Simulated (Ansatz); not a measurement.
# Ga (P2_1/m) in Ansatz: further runs, part 2 of 2

Ansatz 0.2.0. Earlier steps stand in the parts before.

## Step 3: Single point, PBE0, 17.46 Å³/atom (volume scaled by 0.96)

input.yaml

```yaml
crystal:
  lattice:
    - [2.7408712373, 0.0, 0.0]
    - [0.0, 3.2372572885, 0.0]
    - [-1.3252743986, 0.0, 3.9363439549]
  atoms:
    - { symbol: Ga, position: [0.13459627, 0.75, 0.77016683] }
    - { symbol: Ga, position: [0.86540373, 0.25, 0.22983317] }
hamiltonian:
  xc: pbe0
  pseudopotentials: { kind: paw }
kpoints:
  mp_grid: { grid: [6, 4, 4] }
scf:
  occupations: { method: fermi_dirac, width: 0.05 }
output:
  forces: true
  stress: true
  eigenvalues: true
  write_density: true
  write_potential: true
  elf: true
  volumetric_format: npy
```

Potentials or basis: Ansatz PAW.

The run is started by

```sh
$ ansatz run input.yaml --threads 2 --pin off --max-ram 5632MiB --backend cpu --events-out ev --progress --plain --runs-dir out
```

Wall time 2.4 min (2 threads of Intel Xeon at 2.50GHz (Skylake/Cascade Lake), shared host); peak memory 0.89 GiB.

Results (log left out):

```yaml
Free_energy: -7566.9333 eV
Pressure: 2.5 GPa
Largest_force: 0.155 eV/Å
Band_gap_on_the_k_mesh: none (metal or under the smearing width)
```

Caveat: the k mesh is coarse (spacing up to 0.49 Å⁻¹), so the values aren't converged, least of all with exact exchange; the PAW data sets come from PBE, with cores solved anew for the run's functional, which leaves a small shift of forces and pressure; the thresholds are loose for stress.

## Step 4: Single point, PBE0, 17.83 Å³/atom (volume scaled by 0.98)

input.yaml: that of step 3 with these lines changed.

```diff
@@ -2,5 +2,5 @@
   lattice:
-    - [2.7408712373, 0.0, 0.0]
-    - [0.0, 3.2372572885, 0.0]
-    - [-1.3252743986, 0.0, 3.9363439549]
+    - [2.7597743949, 0.0, 0.0]
+    - [0.0, 3.2595839063, 0.0]
+    - [-1.3344145108, 0.0, 3.9634920125]
   atoms:
@@ -19,5 +19 @@
   eigenvalues: true
-  write_density: true
-  write_potential: true
-  elf: true
-  volumetric_format: npy
```

The run is started by

```sh
$ ansatz run input.yaml --threads 2 --pin off --max-ram 5632MiB --backend cpu --events-out ev --progress --plain --runs-dir out
```

Wall time 2.3 min (2 threads of Intel Xeon at 2.50GHz (Skylake/Cascade Lake), shared host); peak memory 0.9 GiB.

The run converged. Its results:

- Free energy: -7566.9409 eV
- Pressure: 0.9 GPa
- Largest force: 0.169 eV/Å
- Band gap on the k mesh: none (metal or under the smearing width)

Caveat: the k mesh is coarse (spacing up to 0.48 Å⁻¹), so the values aren't converged, least of all with exact exchange; the PAW data sets come from PBE, with cores solved anew for the run's functional, which leaves a small shift of forces and pressure; the thresholds are loose for stress.

## Step 5: Single point, PBE0, 18.19 Å³/atom

input.yaml: that of step 4 with these lines changed.

```diff
@@ -2,5 +2,5 @@
   lattice:
-    - [2.7597743949, 0.0, 0.0]
-    - [0.0, 3.2595839063, 0.0]
-    - [-1.3344145108, 0.0, 3.9634920125]
+    - [2.7784220849, 0.0, 0.0]
+    - [0.0, 3.28160879, 0.0]
+    - [-1.3434310986, 0.0, 3.9902731763]
   atoms:
@@ -19 +19,5 @@
   eigenvalues: true
+  write_density: true
+  write_potential: true
+  elf: true
+  volumetric_format: npy
```

The run is started by

```sh
$ ansatz run input.yaml --threads 2 --pin off --max-ram 5632MiB --backend cpu --events-out ev --progress --plain --runs-dir out
```

Run time: 2 min. Hardware: 2 threads of Intel Xeon at 2.50GHz (Skylake/Cascade Lake), shared host; peak memory 0.93 GiB.

It converged, with:

| Item | Value |
| --- | --- |
| Free energy | -7566.9419 eV |
| Pressure | -0.5 GPa |
| Largest force | 0.182 eV/Å |
| Band gap on the k mesh | none (metal or under the smearing width) |

Caveat: the k mesh is coarse (spacing up to 0.48 Å⁻¹), so the values aren't converged, least of all with exact exchange; the PAW data sets come from PBE, with cores solved anew for the run's functional, which leaves a small shift of forces and pressure; the thresholds are loose for stress.

## Step 6: Single point, PBE0, 18.55 Å³/atom (volume scaled by 1.02)

input.yaml: that of step 5 with these lines changed.

```diff
@@ -2,5 +2,5 @@
   lattice:
-    - [2.7784220849, 0.0, 0.0]
-    - [0.0, 3.28160879, 0.0]
-    - [-1.3434310986, 0.0, 3.9902731763]
+    - [2.7968227674, 0.0, 0.0]
+    - [0.0, 3.3033419319, 0.0]
+    - [-1.3523282526, 0.0, 4.0166995966]
   atoms:
```

Potentials or basis: Ansatz PAW.

The run is started by

```sh
$ ansatz run input.yaml --threads 2 --pin off --max-ram 5632MiB --backend cpu --events-out ev --progress --plain --runs-dir out
```

Wall time 1.8 min (2 threads of Intel Xeon at 2.50GHz (Skylake/Cascade Lake), shared host); peak memory 0.91 GiB.

It converged, with:

* Free energy: -7566.9370 eV
* Pressure: -1.7 GPa
* Largest force: 0.196 eV/Å
* Band gap on the k mesh: none (metal or under the smearing width)

Caveat: the k mesh is coarse (spacing up to 0.48 Å⁻¹), so the values aren't converged, least of all with exact exchange; the PAW data sets come from PBE, with cores solved anew for the run's functional, which leaves a small shift of forces and pressure; the thresholds are loose for stress.

## Step 7: Single point, PBE0, 18.92 Å³/atom (volume scaled by 1.04)

input.yaml: that of step 6 with these lines changed.

```diff
@@ -2,5 +2,5 @@
   lattice:
-    - [2.7968227674, 0.0, 0.0]
-    - [0.0, 3.3033419319, 0.0]
-    - [-1.3523282526, 0.0, 4.0166995966]
+    - [2.8149844631, 0.0, 0.0]
+    - [0.0, 3.3247928052, 0.0]
+    - [-1.3611098509, 0.0, 4.0427827924]
   atoms:
@@ -19,5 +19 @@
   eigenvalues: true
-  write_density: true
-  write_potential: true
-  elf: true
-  volumetric_format: npy
```

The run is started by

```sh
$ ansatz run input.yaml --threads 2 --pin off --max-ram 5632MiB --backend cpu --events-out ev --progress --plain --runs-dir out
```

Wall time 2.1 min (2 threads of Intel Xeon at 2.50GHz (Skylake/Cascade Lake), shared host); peak memory 0.92 GiB.

The run converged. Its results:

- Free energy: -7566.9270 eV
- Pressure: -2.7 GPa
- Largest force: 0.209 eV/Å
- Band gap on the k mesh: none (metal or under the smearing width)

Caveat: the k mesh is coarse (spacing up to 0.47 Å⁻¹), so the values aren't converged, least of all with exact exchange; the PAW data sets come from PBE, with cores solved anew for the run's functional, which leaves a small shift of forces and pressure; the thresholds are loose for stress.

## Step 8: Single point, PBE0, 19.28 Å³/atom (volume scaled by 1.06)

input.yaml: that of step 7 with these lines changed.

```diff
@@ -2,5 +2,5 @@
   lattice:
-    - [2.8149844631, 0.0, 0.0]
-    - [0.0, 3.3247928052, 0.0]
-    - [-1.3611098509, 0.0, 4.0427827924]
+    - [2.8329147839, 0.0, 0.0]
+    - [0.0, 3.3459704005, 0.0]
+    - [-1.3697795742, 0.0, 4.0685336955]
   atoms:
@@ -19 +19,5 @@
   eigenvalues: true
+  write_density: true
+  write_potential: true
+  elf: true
+  volumetric_format: npy
```

The run is started by

```sh
$ ansatz run input.yaml --threads 2 --pin off --max-ram 5632MiB --backend cpu --events-out ev --progress --plain --runs-dir out
```

Wall time 2.3 min (2 threads of Intel Xeon at 2.50GHz (Skylake/Cascade Lake), shared host); peak memory 0.94 GiB.

It converged, with:

```yaml
Free_energy: -7566.9123 eV
Pressure: -3.7 GPa
Largest_force: 0.222 eV/Å
Band_gap_on_the_k_mesh: none (metal or under the smearing width)
```

Caveat: the k mesh is coarse (spacing up to 0.47 Å⁻¹), so the values aren't converged, least of all with exact exchange; the PAW data sets come from PBE, with cores solved anew for the run's functional, which leaves a small shift of forces and pressure; the thresholds are loose for stress.

## Step 9: Equation of state, PBE0

Potentials or basis: Ansatz PAW.

No new run: the results of the series are fitted here.

What came out:

| Property | Result |
| --- | --- |
| Equilibrium volume | 18.07 Å³/atom |
| Bulk modulus at fixed shape and positions | 67 GPa |
| Pressure derivative of the bulk modulus | 5.0 |

Energy against volume, from the lowest point:
```csv
volume (Å³/atom),energy (meV/atom)
17.100,11.83
17.463,4.31
17.827,0.50
18.191,0.00
18.555,2.45
18.919,7.46
19.283,14.79
```

Caveat: the k mesh is coarse (spacing up to 0.48 Å⁻¹), so the values aren't converged, least of all with exact exchange; the cell was scaled at fixed shape and fractional positions, which overstates the stiffness of a crystal with free parameters, most of all of layers and chains; the PAW data sets were made with another functional, which shifts forces and pressure a little.
